The energy in this table is that of a CdS crystal per atom at a chosen volume, counted from the minimum of a smooth curve fitted through seven computed energies. Density functional theory supplied those energies for the zincblende crystal, scaled uniformly so that every bond changes by the same fraction. The pressure is what must act from outside to hold the crystal at that volume. A negative pressure means that the crystal is being pulled outwards.

Two magnitudes are worth remembering. Changing the density of CdS by one per cent costs about half a meV per atom and takes about 0.6 GPa. The pressure grows roughly in proportion to the change, but the energy grows with its square. A density increase of five per cent therefore costs about 12 meV per atom, not 2.5.

Zincblende CdS computed with GPAW 26.7.0 using the PBEsol functional, PAW data sets, a 600 eV plane-wave cutoff, a 6×6×6 k mesh and Fermi-Dirac smearing of 0.05 eV, without spin polarisation. The cell is scaled uniformly at fixed shape and fractional coordinates, and energies are counted from the minimum of the fitted curve.

```tsv
volume (Å³/atom)	energy (meV/atom)	pressure (GPa)
23.32	15.130	3.830
23.82	5.660	2.230
24.31	0.850	0.800
24.81	0.220	-0.470
25.30	3.330	-1.610
25.80	9.760	-2.620
26.30	19.160	-3.530
```

Behind these figures stands a rule with two constants, the equilibrium volume V₀ and the bulk modulus B, which is the resistance to uniform compression:

E ≈ ½ B V₀ (V₀/V − 1)²

Here E is the energy and V the volume, both per atom. The ratio V₀/V is the density relative to that of the relaxed crystal, so the rule says that the energy is a parabola in density. The fit to the seven energies gives V₀ = 24.637 Å³ per atom and B = 62.1 GPa.

To turn the constants into a handy coefficient, note that 1 eV/Å³ is about 160 GPa, so B is 0.388 eV/Å³. Half of this times V₀ is 4.78 eV. A change of one per cent, squared, is one ten-thousandth, which leaves 0.48 meV per atom. The rule for mental arithmetic is thus 0.48 meV times the square of the percentage change of density.

Take the most compressed row, at 23.32 Å³ per atom. The relative density is 24.637/23.32 = 1.0565, an increase of 5.65 %. Its square is 31.9, and multiplying by 0.48 meV gives 15.3 meV. The calculation gave 15.13 meV.

The most stretched row, at 26.30 Å³ per atom, works in the same way. Its density is 6.32 % below equilibrium, the square is 39.9, and the estimate is 19.2 meV against a computed 19.16 meV. This row lies higher than the compressed one only because it is further from the minimum. Both rows belonged to the fit that supplied V₀ and B, so their agreement speaks for the shape of the rule more than for its constants.

Why use density, when volume or bond length might seem just as natural? One analogy is a Hooke spring, whose energy is a parabola in its length. If the Cd–S bonds are treated as such springs, with the same V₀ and B, the estimate is 6 % too low for the most compressed row and 9 % too high for the most stretched one. The spring gives the right size of the energy, but it misses most of the difference between pushing and pulling. A parabola in volume errs in the same directions, and by more.

That difference can be traced to the forces between the atoms. When the atoms are pushed together, their filled shells overlap and the repulsion rises steeply. When they are drawn apart, the repulsion fades quickly and the weaker pull of the bonding is left to restore the crystal. CdS therefore stiffens under compression and softens under tension, whereas a Hooke spring keeps one stiffness throughout. The table shows the resulting lopsided energy curve; its division into repulsion and bonding is an argument from theory.

Density builds in this lopsidedness without a third constant. Making the volume 5 % smaller raises the density by 5.3 %, while making it 5 % larger lowers the density by only 4.8 %. Squared and multiplied by 0.48 meV, these changes cost about 13 and 11 meV per atom. Equal steps in volume thus cost more on the compressed side, as they should.

How much lopsidedness is right can be read from the slope of the bulk modulus with pressure, written B′. For a small relative volume change x = V/V₀ − 1, any smooth energy curve begins as ½ B V₀ x² [1 − (B′ + 1)x/3]. Expanding the density rule in the same way gives ½ B V₀ x² (1 − 2x), and the two agree if B′ is 5. The spring corresponds to a slope of 1, and the fitted energies of CdS give 4.62. For another crystal one would insert its own V₀ and B, and trust the rule to the extent that its modulus slope is also near 5.

With the volumes as printed, the density rule stays within 0.1 meV per atom of the computed energies, or within 0.2 meV if the coefficient is rounded to 0.48. The spring is off by up to 1.7 meV. Percentages mislead close to the minimum: at 24.81 Å³ the rule is 5.5 % too high, yet this is about a hundredth of a meV. At the compressed end the rule is 0.65 % too high, close to the 0.7 % expected because it implies a modulus slope of 5 and not 4.62. The same argument expects the rule to be too low on the stretched side, by about 0.9 % at the end. Rounding a volume to two decimals can shift an estimate by about 0.1 meV, so the smaller misses should not be read closely. Rounding is why the 23.82 row comes out low instead of slightly high, and why the stretched end, 26.296 printed as 26.30, looks better than expected. With the unrounded volumes of the run, the largest miss is between 0.1 and 0.2 meV, at the stretched end, so 0.2 meV is the fair figure for the rule's accuracy.

A stricter trial finds both constants by hand from just two rows, those at 23.82 and 25.80 Å³. Take the square root of each energy, give it a minus sign on the stretched side, and draw a straight line against 1/V. The line crosses zero at 1/V₀, and its slope divided by V₀ and then squared is ½ B V₀. This yields a bulk modulus of 62.5 GPa, and the other five energies follow to about 0.2 meV per atom. Those five had no part in setting the two constants, although the zero of energy still comes from the full fit.

The same rule supplies the pressure, because pressure is the rate at which the energy rises as the volume shrinks. Writing y for V₀/V, one finds P ≈ B y² (y − 1). For the most compressed row this is 62.1 × 1.0565² × 0.0565 = 3.9 GPa, against a computed 3.83 GPa. For small changes the factor y² is close to one, and the pressure is simply the bulk modulus times the fractional change of density.

The pressure rule lies above the computed column in every row, by 0.04 to 0.08 GPa. Near the minimum almost none of this offset is the rule's doing, and at the two ends only about half, since the pressure derived from the full energy fit also lies above the column, by 0.03 to 0.06 GPa with the rounded volumes. The computed pressures and energies therefore disagree slightly with each other. A finite plane-wave basis is a common cause of such an offset, but it was not tested here. It matters mainly near equilibrium, where the pressure itself is small.

In practice the two constants do not need equal care. An error of 5 % in B changes every energy by 5 % and no more. An error of one per cent in V₀ is worse, because at a true density change of five per cent it turns a square of 25 into one of about 37 or 16. An equilibrium volume borrowed from another method or another temperature can thus spoil an estimate that a rough modulus would leave usable.

The rule has been compared with calculations for volumes from 5 % below to 7 % above equilibrium, and on the compressed side nature sets a tighter bound. Real CdS changes from zincblende or the closely related wurtzite to the denser rocksalt structure at roughly 3 GPa, a rough recalled value. The rule reaches 2.7 GPa at a density increase of only 4 %. The most compressed row therefore probably describes a crystal that would rather be rocksalt, and a curve for one structure gives no sign of the change.

Uniform strain is the other condition. A film held by its substrate is stretched or squeezed in the plane and relaxes freely across it, so its energy depends on further elastic constants and not on density alone. Nor should the parabola be followed to separated atoms, where it levels off at ½ B V₀, about 4.8 eV per atom. That value is set by the stiffness near equilibrium and is no estimate of the energy needed to take the crystal apart. The printed output after this text compares the density rule, the spring and the volume parabola row by row.

Numerical output:

```
energy per squared per cent of density change (meV/atom): 0.4775
energies in meV/atom and misses in per cent:
    row  density change %  computed  density rule  rule miss %  spring miss %  volume miss %
  23.32             5.648     15.13         15.23       0.6502          -6.48         -9.823
  23.82              3.43      5.66         5.617      -0.7608         -5.132         -7.234
  24.31             1.345      0.85        0.8639        1.636        -0.1604         -1.044
  24.81           -0.6973      0.22        0.2322        5.525          6.514          7.012
   25.3            -2.621      3.33         3.279       -1.535          2.008          3.836
   25.8            -4.508      9.76         9.702      -0.5948          5.694          9.012
   26.3            -6.323     19.16         19.09      -0.3639          8.668          13.54
largest miss of density rule (meV/atom): 0.09837
largest miss of density rule with coefficient rounded to 0.48 (meV/atom): 0.1793
largest miss of bond spring (meV/atom): 1.661
largest miss of volume parabola (meV/atom): 2.594
energy worth of a 0.005 A3 volume rounding at the most compressed row (meV/atom): 0.1195
modulus slope implied by density parabola: 5
modulus slope implied by bond spring: 1
modulus slope implied by volume parabola: -1
expected rule error at the most compressed row from slope 5 instead of 4.62 (per cent): 0.6771
pressures in GPa:
    row  computed  density rule  rule miss  energy-curve pressure less computed
  23.32      3.83         3.914    0.08442                              0.04415
  23.82      2.23         2.279    0.04858                              0.03411
  24.31       0.8        0.8579    0.05795                              0.05578
  24.81     -0.47        -0.427    0.04299                              0.04243
   25.3     -1.61        -1.543    0.06681                              0.05897
   25.8     -2.62        -2.553    0.06737                              0.04473
   26.3     -3.53        -3.446    0.08418                              0.04067
equilibrium volume from two rows (A3/atom): 24.64
bulk modulus from two rows (GPa): 62.51
largest miss on the other rows with two-row constants (meV/atom): 0.2094
volume range from the minimum, low end (per cent): -5.346
volume range from the minimum, high end (per cent): 6.75
rule pressure at 4 per cent higher density (GPa): 2.687
rule energy at infinite dilution (eV/atom): 4.775
```
